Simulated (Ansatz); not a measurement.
Method: DFT PBE, scalar-relativistic, plane waves, PAW in Ansatz 0.2.0. All cells share a 420 eV cutoff and Γ-centred k meshes spaced at most about 0.3 Å⁻¹ (about 0.25 or finer for metals, 2π included). No spin polarisation.

These are static total energies at zero pressure.

Compare these two cells of MgGe2, each relaxed at this level.

A. Space group P4_2/mnm (No. 136), tetragonal, a = 7.226 Å, c = 2.835 Å. Around Mg lie 6 Ge at 2.72–2.78 Å and 2 Mg at 2.83 Å; around Ge lie 3 Mg at 2.72–2.78 Å and 2 Ge at 2.83 Å.

B. Space group P4/mmm (No. 123), tetragonal, a = 3.852 Å, c = 4.304 Å. Around Mg lie 8 Ge at 2.89 Å; Ge is surrounded by 4 Ge at 2.72 Å and 4 Mg at 2.89 Å.

Task: Which form is favoured at zero pressure, and by what margin per atom?

Result: B is lower, by 0.38 eV/atom. A has space group P4_2/mnm (No. 136), 24.7 Å³/atom and no gap on its mesh; B has space group P4/mmm (No. 123), 21.3 Å³/atom and no gap. Counting Ge atoms around Mg (those within 1.25 times the shortest such distance or 1.15 times the sum of covalent radii), A has Mg 6 and B has Mg 8. The denser one is the lower, and pressure would at first widen the difference. Even the lower one lies +0.05 eV/atom against the reference forms of the elements (uncorrected), so neither is stable at this level. Both come from invented guesses. The lowest form computed isn't among them: it has space group P-3m1 (No. 164), 21.2 Å³/atom, is reached from a Materials Project cell (its symmetry changed) and lies 47 meV/atom below the best shown.

Cells relaxed within their symmetry can be saddle points. Some types were kept out of the candidates beforehand, so the set may lack a known form.
